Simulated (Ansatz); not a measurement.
# InSb: the cost of one run

Computed with Ansatz 0.2.0 (DFT PBE, scalar-relativistic, plane waves, PAW, unless a step's input says otherwise).

18 further runs of the same task are left out: 1 that didn't finish, 17 set aside as unsound or not needed.

### 1 Starting point

The structure is cubic, space group Fm-3m (No. 225). The conventional cell has a = 6.150 Å, b = 6.150 Å, c = 6.150 Å, α = 90.00°, β = 90.00°, γ = 90.00°. Around In (site symmetry m-3m) lie 6 Sb at 3.08 Å. Sb (site symmetry m-3m) is surrounded by 6 In at 3.08 Å.

Coordinates:

```
In Sb
1.0
     0.00000    3.07518    3.07518
     3.07518    0.00000    3.07518
     3.07518    3.07518    0.00000
In Sb
1 1
Direct
  0.00000 0.00000 0.00000
  0.50000 0.50000 0.50000
```

It goes back to an entry of the Materials Project, which need not be the stable form.

### 2 The scan

The energy is mapped over volume and the cell's shape.

- volume per atom: 7 values from 26.75 to 31.41 Å³
- c/a of the conventional cell: 7 values from 0.834 to 1.200

Nothing else is relaxed (symmetry fixes all fractional coordinates). Energies count from the relaxed crystal. Points are written as (first, second).

### 3 Grid point (26.75 Å³, 1.000)

input.yaml reads:

```yaml
crystal:
  lattice:
    - [0.0, 2.9908983404, 2.9908983404]
    - [2.9908983404, 0.0, 2.9908983404]
    - [2.9908983404, 2.9908983404, 0.0]
  atoms:
    - { symbol: In, position: [0.0, 0.0, 0.0] }
    - { symbol: Sb, position: [0.5, 0.5, 0.5] }
basis:
  ecutwfc: 420
kpoints:
  mp_grid: { grid: [14, 14, 14] }
hamiltonian:
  xc: pbe
  pseudopotentials: { kind: paw, azcp: { folder: soft_1 } }
scf:
  occupations: { method: gaussian, width: 0.15 }
output:
  forces: true
  stress: true
  eigenvalues: true
```

The run is started by

```sh
$ ansatz run input.yaml --threads 1 --pin off --max-ram 2048MiB --backend cpu --events-out ev --progress --plain --runs-dir out
```

**Question.** How long does this run take on 1 thread of Arm Neoverse N1, shared host, and how much memory does it need?

About 9.2 s, with a peak of 0.36 GiB.
